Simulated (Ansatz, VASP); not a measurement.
# Ag (Ag wire along [110], 14 atoms a period) in two plane-wave programs

Wanted: the spread between two codes on one cell, functional and k mesh. The structure shown is the start of the Ansatz relaxation below; VASP solves that cell, so the two are compared at the walk's first step.

Main program and level: Ansatz 0.2.0; plane waves, with VASP 6.6.1 beside it; single point at PBE.

### Step 1. Set-up

The cell holds 14 atoms: 14 Ag. Its edges and angles: a = 15.100 Å, b = 15.603 Å, c = 2.934 Å, α = 90.0°, β = 90.0°, γ = 90.0°. Vacuum lies along a and b. The structure's axis is c.

### Step 2. Ansatz: relaxation, PBE

Ansatz runs on its PAW soft_1 files.

The two programs are compared at the cell with which this relaxation starts, whose forces are those of its first step.

input.yaml reads:

```yaml
crystal:
  lattice:
    - [15.1, 0.0, 0.0]
    - [0.0, 15.603, 0.0]
    - [0.0, 0.0, 2.9344931419]
  atoms:
    - { symbol: Ag, position: [0.362582781, 0.68808773, 0.0] }
    - { symbol: Ag, position: [0.362582781, 0.500015363, 0.0] }
    - { symbol: Ag, position: [0.637417219, 0.68808773, 0.0] }
    - { symbol: Ag, position: [0.637417219, 0.500015363, 0.0] }
    - { symbol: Ag, position: [0.225165563, 0.40597918, 0.5] }
    - { symbol: Ag, position: [0.225165563, 0.594051547, 0.5] }
    - { symbol: Ag, position: [0.5, 0.217906813, 0.5] }
    - { symbol: Ag, position: [0.5, 0.40597918, 0.5] }
    - { symbol: Ag, position: [0.5, 0.594051547, 0.5] }
    - { symbol: Ag, position: [0.5, 0.782123914, 0.5] }
    - { symbol: Ag, position: [0.774834437, 0.40597918, 0.5] }
    - { symbol: Ag, position: [0.774834437, 0.594051547, 0.5] }
    - { symbol: Ag, position: [0.362582781, 0.311942996, 0.0] }
    - { symbol: Ag, position: [0.637417219, 0.311942996, 0.0] }
kpoints:
  mp_grid: { grid: [1, 1, 28] }
scf:
  occupations: { method: fermi_dirac, width: 0.05 }
hamiltonian:
  xc: pbe
  pseudopotentials: { kind: paw, azcp: { folder: soft_1 } }
relax:
  cell: { fix: [a, b, alpha, beta, gamma] }
  max_steps: 45
  f_tol: 0.03
```

On the command line:

```console
> ansatz run input.yaml --threads 4 --pin off --max-ram 16384MiB --backend cpu --events-out ev --progress --plain --runs-dir out
```

Numbers of over 12 decimals in the logs are rounded to 6 here.

What it wrote:

```text
Engine: ansatz 0.2.0, aarch64-unknown-linux-gnu
Pseudopotentials: kind: paw
Pseudopotential: Ag, paw, valence charge 19, recommended cutoff 420 eV (normal), soft_1/Ag.paw.azcp
Functional definition: PBE
  parameter kappa = 0.804
  parameter beta = 0.066725
  exchange = pbe_x(kappa = kappa, mu = beta*pi^2/3)
  correlation = pbe_c(beta = beta)
Crystal: 14 atoms, lattice volume = 691.382 Å³
Basis set: ecut = 420 eV, 13407 PW (Γ), exchange–correlation on 216×216×40 points (8 copies of the dense FFT grid, shifted against one another)
Bands: 160, of which v1, the nominal top of the filled ones, is band 133 counted from 1 (132 counted from 0)
Symmetry: 8 space group operations
Space group: Pmmm (ITA 47), of the structure as read, at distance tolerance 8.8e-5 Å
k-points: 15 of 28
Non-local potential: Ag, projectors of the file, l = 0: 3, l = 1: 2, l = 2: 2, l = 3: 1
PAW form: soft (Blöchl's): semilocal exchange-correlation on the pseudo side does not see the compensation charge
PAW one-centre angular grid: Ag, 590 points (default); XC on 64 Gauss nodes
Initial density: superposition of atomic densities (neutral atoms: chi_scale 0, normalization atom)
Initial wavefunctions: pseudopotential atomic-orbital guess
Functional: x = pbe(κ = 0.804, μ = 0.219515), c = pbe(β = 0.066725)
SCF iter   1: F=—  HF=-106265.757446 eV  |F-HF|=—  |Δ(HF+E_count)|=         —  Δρ=3.20e-2  dr2=9.43e0  ethr=3.10e-3  ⟨swp⟩=6.3  Hψ=9382  notcnv=0  defer=63
preconditioner: auto → LDOS  [metal: Δε(μ)=0.015 eV  Ē_g=7.946 eV  σ=0.050 eV  W_gap=0.07  n_scr=134 (ndim 8)  ℏωp=17.5 eV  f_vac=0.565  D(μ)=4.48/eV (n_scr^D=20)  β→1.0]
SCF iter   2: F=—  HF=-106267.645725 eV  |F-HF|=—  |Δ(HF+E_count)|=    1.89e0  Δρ=4.78e-2  dr2=1.43e1  ethr=3.10e-3  ⟨swp⟩=2.7  Hψ=5047  notcnv=0  defer=255
SCF iter   3: F=—  HF=-106263.437160 eV  |F-HF|=—  |Δ(HF+E_count)|=    4.21e0  Δρ=8.29e-3  dr2=3.75e-1  ethr=3.10e-3  ⟨swp⟩=2.1  Hψ=4400  notcnv=0  defer=257
SCF iter   4: F=—  HF=-106263.357614 eV  |F-HF|=—  |Δ(HF+E_count)|=   7.95e-2  Δρ=1.38e-3  dr2=1.38e-2  ethr=1.41e-4  ⟨swp⟩=2.4  Hψ=4475  notcnv=0  defer=256
SCF iter   5: F=—  HF=-106263.355112 eV  |F-HF|=—  |Δ(HF+E_count)|=   2.50e-3  Δρ=4.30e-4  dr2=1.11e-3  ethr=5.19e-6  ⟨swp⟩=2.1  Hψ=4228  notcnv=0  defer=256
SCF iter   6: F=—  HF=-106263.355480 eV  |F-HF|=—  |Δ(HF+E_count)|=   3.68e-4  Δρ=1.25e-4  dr2=1.66e-4  ethr=4.17e-7  ⟨swp⟩=2.3  Hψ=3395  notcnv=0  defer=256
SCF iter   7: F=—  HF=-106263.355513 eV  |F-HF|=—  |Δ(HF+E_count)|=   3.26e-5  Δρ=3.53e-5  dr2=7.03e-6  ethr=6.25e-8  ⟨swp⟩=2.0  Hψ=3301  notcnv=0  defer=256
SCF iter   8: F=—  HF=-106263.355708 eV  |F-HF|=—  |Δ(HF+E_count)|=   1.95e-4  Δρ=1.27e-5  dr2=1.23e-6  ethr=2.64e-9  ⟨swp⟩=3.3  Hψ=4584  notcnv=0  defer=256
SCF iter   9: F=—  HF=-106263.355709 eV  |F-HF|=—  |Δ(HF+E_count)|=   3.03e-7  Δρ=4.66e-6  dr2=1.08e-7  ethr=4.64e-10  ⟨swp⟩=2.0  Hψ=3301  notcnv=0  defer=256
SCF iter  10: F=-106263.355709 eV  HF=-106263.355709 eV  |F-HF|=3.32e-9  |Δ(HF+E_count)|=   1.75e-7  Δρ=1.52e-6  dr2=1.72e-8  ethr=3.76e-11  ⟨swp⟩=4.0  Hψ=7613  notcnv=0
SCF 1 converged in 10 iterations: F = -106263.355709 eV  dr2 = 1.72e-8
  greatest PAW one-centre occupation: 1.001 electrons in one spin orbital (limit 2), on the Ag atom at site 3 (counted from 0), in its partial waves of l = 0
relax step   1: F+E_penalty+E_count = -106263.35570872 eV  Δ(F+E_penalty+E_count) = +0.000e0 eV  max|allowed force component| = 3.260e-1 eV/Å  Δτ_max = 0.0000 Å  P = -1.083 GPa  Ω = 691.382 Å³  fix = [a, b, alpha, beta, gamma]  reactions: a -0.980, b -0.876 GPa  (10 SCF iters, dr2 threshold 1.00e-7 eV, accepted)
[...]
relax step   3: F+E_penalty+E_count = -106263.49997299 eV  Δ(F+E_penalty+E_count) = -5.816e-2 eV  max|allowed force component| = 2.795e-2 eV/Å  Δτ_max = 0.0599 Å  P = -0.051 GPa  Ω = 679.955 Å³  energy of the carried Pulay correction = +1.942e-3 eV  fix = [a, b, alpha, beta, gamma]  reactions: a -0.009, b -0.003 GPa  (6 SCF iters, dr2 threshold 1.40e-6 eV, accepted)
[...]
relax step   4: F+E_penalty+E_count = -106263.50150352 eV  Δ(F+E_penalty+E_count) = -1.531e-3 eV  max|allowed force component| = 1.002e-2 eV/Å  Δτ_max = 0.0099 Å  P = +0.014 GPa  Ω = 678.720 Å³  energy of the carried Pulay correction = +2.154e-3 eV  fix = [a, b, alpha, beta, gamma]  reactions: a +0.041, b +0.041 GPa  (6 SCF iters, dr2 threshold 4.88e-8 eV, accepted)
[...]
relax step   5: F+E_penalty+E_count = -106263.49921211 eV  Δ(F+E_penalty+E_count) = +2.291e-3 eV  max|allowed force component| = 9.980e-3 eV/Å  Δτ_max = 0.0000 Å  P = +0.016 GPa  Ω = 678.720 Å³  fix = [a, b, alpha, beta, gamma]  reactions: a +0.044, b +0.043 GPa  stress off target by 3.79e-2 GPa on what of the cell is left free  SCF on the basis re-selected at this cell (its energy is not comparable with the rows above)  (6 SCF iters)
basis re-selected at this cell: Δ(F+E_penalty+E_count) = +2.291e-3 eV, ΔP = +0.003 GPa vs the last step (what re-selecting the basis moved, of the pressure what is left beyond the Pulay correction that the steps carried, after the strain that the cell walked since its last selection, with what the two solves' SCF thresholds leave and, on support functions, any second-order correction that the steps lacked; it is no m [...]
SCF converged after 6 iterations
Free energy (F): -106263.499212 eV
Harris-Foulkes:  -106263.499212 eV  (|F-HF|=7.28e-11)
Internal energy: -106263.461840 eV  (E = F + TS)
E sigma→0 (E₀):  -106263.480526 eV
Entropy (-TS):   -0.037372 eV (-2.669 meV/atom)
Fermi energy:    3.388324 eV
--- Per-component energies (eV) ---
  E_band       = -6941.111556
  E_kinetic    = 6549.842255
  E_local      = -187018.025153  (includes V_loc(G=0)·N_el)
  E_nonlocal   = 449.282953
  E_hartree    = 91452.103058
  E_xc         = -2217.013030
  E_vxc        = -2804.330701  (∫ρ·V_xc dr)
  E_paw        = -55386.714703  (= ΣΔE_a)
  E_vpaw       = -7022.093099  (= ΣTr[D̂ρ^β])
  E_aug_tail   = 0.005252  (compensation charges beyond the density's cutoff)
  E_ewald      = 39907.057527
  E_smearing   = -0.037372  (= −TS)
  E_closure    = -0.000000  (closes the sum)
  Σ components = -106263.499212   (vs F -106263.499212, Δ=0.00e0)
--- Forces (eV/Å), atoms counted from 1 ---
  atom   1  Ag    -0.00485467     0.00375970     0.00000000
  atom   2  Ag     0.00345296    -0.00000000    -0.00000000
  atom   3  Ag     0.00485467     0.00375970     0.00000000
  atom   4  Ag    -0.00345296    -0.00000000     0.00000000
  atom   5  Ag    -0.00138281    -0.00602219    -0.00000000
  atom   6  Ag    -0.00138281     0.00602219     0.00000000
  atom   7  Ag     0.00000000     0.00420452     0.00000000
  atom   8  Ag     0.00000000     0.00998016     0.00000000
  atom   9  Ag    -0.00000000    -0.00998016    -0.00000000
  atom  10  Ag    -0.00000000    -0.00420452    -0.00000000
  atom  11  Ag     0.00138281    -0.00602219    -0.00000000
  atom  12  Ag     0.00138281     0.00602219     0.00000000
  atom  13  Ag    -0.00485467    -0.00375970    -0.00000000
  atom  14  Ag     0.00485467    -0.00375970    -0.00000000
  max |Σ_I F_I| component: 8.67e-19 eV/Å
--- Stress (GPa, compression-positive) ---
        0.044033       0.000000      -0.000000
        0.000000       0.043308       0.000000
       -0.000000       0.000000      -0.037909
  P = ⅓ Tr σ = 0.0165 GPa (0.165 kbar)
--- Relaxed structure (4 steps of the walk, 4 accepted, 1 SCFs on fresh bases) ---
  F+E_penalty+E_count = -106263.49921211 eV   max|allowed force component| = 9.980e-3 eV/Å   (the final SCF, on the basis selected at the relaxed cell)
  cell:  # Å, volume = 678.7198 Å³
    - [15.1, 0, 0]
    - [0, 15.603, 0]
    - [0, 0, 2.880749]
  atoms:
    - { symbol: Ag, position: [0.361753, 0.687915, 0] }
    - { symbol: Ag, position: [0.361982, 0.500015, 0] }
    - { symbol: Ag, position: [0.638247, 0.687915, 0] }
    - { symbol: Ag, position: [0.638018, 0.500015, 0] }
    - { symbol: Ag, position: [0.229209, 0.406892, 0.500000] }
    - { symbol: Ag, position: [0.229209, 0.593138, 0.500000] }
    - { symbol: Ag, position: [0.5, 0.225439, 0.500000] }
    - { symbol: Ag, position: [0.5, 0.408370, 0.500000] }
    - { symbol: Ag, position: [0.5, 0.591661, 0.500000] }
    - { symbol: Ag, position: [0.5, 0.774592, 0.500000] }
    - { symbol: Ag, position: [0.770791, 0.406892, 0.500000] }
    - { symbol: Ag, position: [0.770791, 0.593138, 0.500000] }
    - { symbol: Ag, position: [0.361753, 0.312116, 0] }
    - { symbol: Ag, position: [0.638247, 0.312116, 0] }
```

(Part 1 of 2 ends here.)

[Lines on the potential files, build, host, timing and source positions are cut from VASP's logs without a mark.]

[Logs are printed without paths, hosts, clocks, repeated set-up lines and the standing remarks that a program may print on its own settings, such as how far it seeks lower states.]

[Hosts, paths, dates, database ids (printed as entryN), source tags and the programs' standing remarks are cut or masked in the printed files.]
